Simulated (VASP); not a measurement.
# PbS (Pm-3m) in VASP: settings compared

The runs below take PbS through relaxation of cell and atoms, single point, with SCAN0, PBE.

Everything below comes from runs of VASP 6.6.1. Logs are shortened: lines on timing, memory, paths and dates and some standing lists are left out, and cuts for length are marked.

## 1. The crystal as given

It takes space group Pm-3m (No. 221, cubic). The conventional cell has a = 3.654 Å, b = 3.654 Å, c = 3.654 Å, α = 90.00°, β = 90.00°, γ = 90.00°. Pb (site symmetry m-3m) is surrounded by 8 S at 3.16 Å. Around S (site symmetry m-3m) lie 8 Pb at 3.16 Å.

Measurements of this composition are mostly on another form, of space group No. 225.

## 2. Relaxation of cell and atoms, SCAN0

File POSCAR:

```
PbS
1.0
    3.6536590000      0.0000000000      0.0000000000
    0.0000000000      3.6536590000      0.0000000000
    0.0000000000      0.0000000000      3.6536590000
Pb S
1 1
Direct
    0.0000000000      0.0000000000      0.0000000000
    0.5000000000      0.5000000000      0.5000000000
```

File INCAR.step1:

```
SYSTEM = PbS
  PREC = Accurate
  ENCUT = 600
  EDIFF = 1E-5
  ISMEAR = 0
  SIGMA = 0.05
  LREAL = .False.
  LASPH = .True.
  NELM = 100
  ALGO = Normal
  LWAVE = .True.
  LCHARG = .False.
  GGA = PE
```

File INCAR.step2:

```
SYSTEM = PbS
  PREC = Accurate
  ENCUT = 600
  EDIFF = 1E-6
  ISMEAR = 0
  SIGMA = 0.05
  LREAL = .False.
  LASPH = .True.
  NELM = 100
  ALGO = Normal
  ISIF = 3
  LWAVE = .False.
  LCHARG = .False.
  METAGGA = SCAN
  LHFCALC = .True.
  AEXX = 0.25
  LMIXTAU = .True.
  PRECFOCK = Fast
  HFRCUT = -1
  IBRION = 2
  NSW = 60
  EDIFFG = -0.01
  ISTART = 1
```

File KPOINTS:

```
regular mesh
0
Gamma
  4 4 4
  0 0 0
```

Potentials or basis: VASP PAW PBE potentials, release 64 (Pb_d, S).

The run is started by

```sh
$ cat potpaw_PBE.64/Pb_d/POTCAR potpaw_PBE.64/S/POTCAR > POTCAR
$ cp INCAR.step1 INCAR
$ mpirun -np 1 vasp_std > vasp.out
$ cp INCAR.step2 INCAR
$ mpirun -np 1 vasp_std > vasp.out
```

OUTCAR:

```text
SYSTEM = PbS
   PREC = Accurate
   ENCUT = 600
   EDIFF = 1E-6
   ISMEAR = 0
   LREAL = .False.
   LASPH = .True.
   NELM = 100
   ISIF = 3
   METAGGA = SCAN
   LHFCALC = .True.
   AEXX = 0.25
   PRECFOCK = Fast
   IBRION = 2
   NSW = 60
   EDIFFG = -0.01
   ISTART = 1

 ion  position               nearest neighbor table
   1  0.000  0.000  0.000-   2 3.16   2 3.16   2 3.16   2 3.16   2 3.16   2 3.16   2 3.16   2 3.16

   2  0.500  0.500  0.500-   1 3.16   1 3.16   1 3.16   1 3.16   1 3.16   1 3.16   1 3.16   1 3.16

  LATTYP: Found a simple cubic cell.
 ALAT       =     3.6536590000

  Lattice vectors:

 A1 = (   3.6536590000,   0.0000000000,   0.0000000000)
 A2 = (   0.0000000000,   3.6536590000,   0.0000000000)
 A3 = (   0.0000000000,   0.0000000000,   3.6536590000)

Analysis of symmetry for initial positions (statically):
=====================================================================
 Subroutine PRICEL returns:
 Original cell was already a primitive cell.

 Routine SETGRP: Setting up the symmetry group for a
 simple cubic supercell.

 Subroutine GETGRP returns: Found 48 space group operations
 (whereof 48 operations were pure point group operations)
 out of a pool of 48 trial point group operations.

The static configuration has the point symmetry O_h .

Analysis of symmetry for dynamics (positions and initial velocities):
=====================================================================
 Subroutine PRICEL returns:
 Original cell was already a primitive cell.

 Routine SETGRP: Setting up the symmetry group for a
 simple cubic supercell.

 Subroutine GETGRP returns: Found 48 space group operations
 (whereof 48 operations were pure point group operations)
 out of a pool of 48 trial point group operations.

The dynamic configuration has the point symmetry O_h .

 Subroutine INISYM returns: Found 48 space group operations
 (whereof 48 operations are pure point group operations),
 and found     1 'primitive' translations

----------------------------------------------------------------------------------------

                                     Primitive cell

  volume of cell :      48.7735

  direct lattice vectors                    reciprocal lattice vectors
     3.653659000  0.000000000  0.000000000     0.273698230  0.000000000  0.000000000
     0.000000000  3.653659000  0.000000000     0.000000000  0.273698230  0.000000000
     0.000000000  0.000000000  3.653659000     0.000000000  0.000000000  0.273698230

  length of vectors
     3.653659000  3.653659000  3.653659000     0.273698230  0.273698230  0.273698230

  position of ions in fractional coordinates (direct lattice)
     0.000000000  0.000000000  0.000000000
     0.500000000  0.500000000  0.500000000

  ion indices of the primitive-cell ions
   primitive index   ion index
                 1           1
                 2           2

----------------------------------------------------------------------------------------

 KPOINTS: regular mesh

Automatic generation of k-mesh.
 Grid dimensions read from file:
 generate k-points for:    4    4    4

 Generating k-lattice:

  Cartesian coordinates                     Fractional coordinates (reciprocal lattice)
     0.068424557  0.000000000  0.000000000     0.250000000  0.000000000  0.000000000
     0.000000000  0.068424557  0.000000000     0.000000000  0.250000000  0.000000000
     0.000000000  0.000000000  0.068424557     0.000000000  0.000000000  0.250000000

  Length of vectors
     0.068424557  0.068424557  0.068424557

  Shift w.r.t. Gamma in fractional coordinates (k-lattice)
     0.000000000  0.000000000  0.000000000

 Subroutine IBZKPT returns following result:
 ===========================================

 Found     10 irreducible k-points:

 Following reciprocal coordinates:
            Coordinates               Weight
  0.000000  0.000000  0.000000      1.000000
  0.250000  0.000000  0.000000      6.000000
  0.500000  0.000000  0.000000      3.000000
  0.250000  0.250000  0.000000     12.000000
  0.500000  0.250000  0.000000     12.000000
  0.500000  0.500000  0.000000      3.000000
  0.250000  0.250000  0.250000      8.000000
  0.500000  0.250000  0.250000     12.000000
  0.500000  0.500000  0.250000      6.000000
  0.500000  0.500000  0.500000      1.000000
   k-points           NKPTS =     10   k-points in BZ     NKDIM =     64   number of bands    NBANDS=     14
   number of dos      NEDOS =    301   number of ions     NIONS =      2
   total plane-waves  NPLWV =  27000
   dimension x,y,z NGX =    30 NGY =   30 NGZ =   30
   dimension x,y,z NGXF=    60 NGYF=   60 NGZF=   60
   ions per type =               1   1
   NGX,Y,Z   is equivalent  to a cutoff of  13.65, 13.65, 13.65 a.u.
   NGXF,Y,Z  is equivalent  to a cutoff of  27.30, 27.30, 27.30 a.u.
 SYSTEM =  PbS
   PREC   = accura    normal or accurate (medium, high low for compatibility)
   ISTART =      1    job   : 0-new  1-cont  2-samecut
   ICHARG =      0    charge: 1-file 2-atom 10-const
   ISPIN  =      1    spin polarized calculation?
   LNONCOLLINEAR =      F non collinear calculations
   LSORBIT =      F    spin-orbit coupling
   LASPH  =      T    aspherical Exc in radial PAW
   ENCUT  =  600.0 eV  44.10 Ry    6.64 a.u.   7.30  7.30  7.30*2*pi/ulx,y,z
   NELM   =    100;   NELMIN=  2; NELMDL=  0     # of ELM steps
   EDIFF  = 0.1E-05   stopping-criterion for ELM
   LREAL  =      F    real-space projection
   EDIFFG = -.1E-01   stopping-criterion for IOM
   NSW    =     60    number of steps for IOM
   IBRION =      2    ionic relax: 0-MD 1-quasi-New 2-CG
   NFREE  =      1    steps in history (QN), initial steepest desc. (CG)
   ISIF   =      3    stress and relaxation
   ISYM   =      3    0-nonsym 1-usesym 2-fastsym
   POTIM  = 0.5000    time-step for ionic-motion
   TEBEG  =    0.0;   TEEND  =   0.0 temperature during run
   PSTRESS=    0.0 pullay stress
   NELECT =      20.0000    total number of electrons
   NUPDOWN=      -1.0000    fix difference up-down
   EMIN   =  10.00;   EMAX   =-10.00  energy-range for DOS
   EFERMI =   0.00;   METHOD = LEGACY
   ISMEAR =     0;   SIGMA  =   0.05  broadening in eV -4-tet -1-fermi 0-gaus
   EFERMI_NEDOS =   21; number of points for ismear=-14 and -15
   IALGO  =     38    algorithm
   IMIX   =      1    mixing-type and parameters
     AMIX     =   0.40;   BMIX     =  1.00
     AMIX_MAG =   1.60;   BMIX_MAG =  1.00
  volume/ion in A,a.u.               =      24.39       164.57
  Fermi-wavevector in a.u.,A,eV,Ry     =   1.216252  2.298383 20.126668  1.479268
  Thomas-Fermi vector in A             =   2.351612
   LORBIT       =      0    0 simple, 1 ext, 2 COOP (PROOUT), +10 PAW based schemes
   METAGGA = SCAN    functional components
   LHFCALC =     T    Hartree Fock is set to
   PRECFOCK=fast      Normal, Fast or Accurate (Low or Medium for compatibility)
   ENCUT4O =  -1.0   cutoff for four orbital integrals eV
   NKREDX  =     1    reduce k-point grid by
   NKREDY  =     1    reduce k-point grid by
   NKREDZ  =     1    reduce k-point grid by
   AEXX    =    0.2500 exact exchange contribution
   HFSCREEN=    0.0000 screening length (either q_TF or 0.3 A-1)
   HFSCREENC=   0.0000 screening length for correlation (either q_TF or 0.3 A-1)
   ENCUTFOCK=  -1.0 apply spherical cutoff to Coloumb kernel
   IVDW    =     0    specifies the selected vdW correction
   LEPSILON=     F    determine dielectric tensor
   LRPA    =     F    only Hartree local field effects (RPA)
 conjugate gradient relaxation of ions
 non-spin polarized calculation
 Gauss-broadening in eV      SIGMA  =   0.05
  energy-cutoff  :      600.00
  volume of cell :       48.77
 maximum number of plane-waves:      1654
 NGX is ok and might be reduce to    30
  NGX = 16; NGY = 16; NGZ = 16

--------------------------------------- Ionic step        1  -------------------------------------------

 number of electron      19.9999998 magnetization

 Free energy of the ion-electron system (eV)
  ---------------------------------------------------
  ext. energy  EPLUGINS =         0.00000000
  ---------------------------------------------------
  free energy    TOTEN  =       -69.24273731 eV

  energy without entropy =      -69.24273731  energy(sigma->0) =      -69.24273731

------------------------ aborting loop because EDIFF is reached ----------------------------------------

  FORCE on cell =-STRESS in cart. coord.  units (eV):
  Direction    XX          YY          ZZ          XY          YZ          ZX
  --------------------------------------------------------------------------------------
  -------------------------------------------------------------------------------------
  Total       -1.0036468     -1.0036468     -1.0036468      0.0000000      0.0000000     -0.0000000
  in kB      -32.9691266    -32.9691266    -32.9691266      0.0000000      0.0000000     -0.0000000
  external PRESSURE =     -32.9691266 kB  Pullay stress =       0.0000000 kB
[... 57 lines left out ...]
  energy  without entropy=      -69.2657143654  energy(sigma->0) =      -69.26571437

--------------------------------------- Ionic step        3  -------------------------------------------

 number of electron      20.0000006 magnetization

 Free energy of the ion-electron system (eV)
  ---------------------------------------------------
  ext. energy  EPLUGINS =         0.00000000
  ---------------------------------------------------
  free energy    TOTEN  =       -69.27015693 eV

  energy without entropy =      -69.27015693  energy(sigma->0) =      -69.27015693

 E-fermi :   6.0880     XC(G=0):  -8.5772

 val. band max:        5.7752200546   @ k =   0.5000   0.5000   0.5000
 cond. band min:       6.6334724544   @ k =   0.5000   0.0000   0.0000
 fundamental gap:      0.8582523998
 Fermi energy:         6.0880042606

 k-point     1 :       0.0000    0.0000    0.0000
  band No.  band energies     occupation
      1     -13.1759      2.00000
      2     -13.1759      2.00000
      3     -12.9422      2.00000
      4     -12.9422      2.00000
      5     -12.9422      2.00000
      6      -9.5410      2.00000
      7      -1.3933      2.00000
      8       3.7597      2.00000
      9       3.7597      2.00000
     10       3.7597      2.00000
     11      13.1732      0.00000
     12      13.1732      0.00000
     13      14.6755      0.00000
     14      14.6755      0.00000
[... 180 lines left out ...]
  FREE ENERGIE OF THE ION-ELECTRON SYSTEM (eV)
  ---------------------------------------------------
  free  energy   TOTEN  =       -69.2701569289 eV

  energy  without entropy=      -69.2701569289  energy(sigma->0) =      -69.27015693

 reached required accuracy - stopping structural energy minimisation
```

It took 9.7 min on 1 thread of AMD EPYC 9R45 (Zen 5), shared host; peak memory 0.15 GiB.

What came out:

- Free energy: -69.2702 eV
- Relaxed volume: 23.13 Å³/atom
- Relaxed cell: a = 3.590 Å, b = 3.590 Å, c = 3.590 Å, α = 90.00°, β = 90.00°, γ = 90.00°
- Space group after relaxing (to 0.05 Å): Pm-3m (No. 221)
- Energy gained by relaxing: 13.7 meV/atom
- Ionic steps: 3
- Pressure after relaxing: 0.0 GPa
- Band gap on the k mesh: none (metal or under the smearing width)

Step by step:
```tsv
step	energy change (eV)	largest force (eV/Å)	pressure (GPa)	volume (Å³)
1	0.0000	0.0000	-3.30	48.77
2	-0.0230	0.0000	1.57	45.32
3	-0.0274	0.0000	0.05	46.25
```

Final structure:
```
Pb S
1.0
     3.58965    0.00000    0.00000
     0.00000    3.58965    0.00000
     0.00000    0.00000    3.58965
Pb S
1 1
Direct
  0.00000 0.00000 0.00000
  0.50000 0.50000 0.50000
```

Caveat: the k mesh is coarse (spacing up to 0.43 Å⁻¹), so the values aren't converged, least of all with exact exchange; the PAW data sets were made with another functional, which shifts forces and pressure a little.

[end of part 1 of 2]
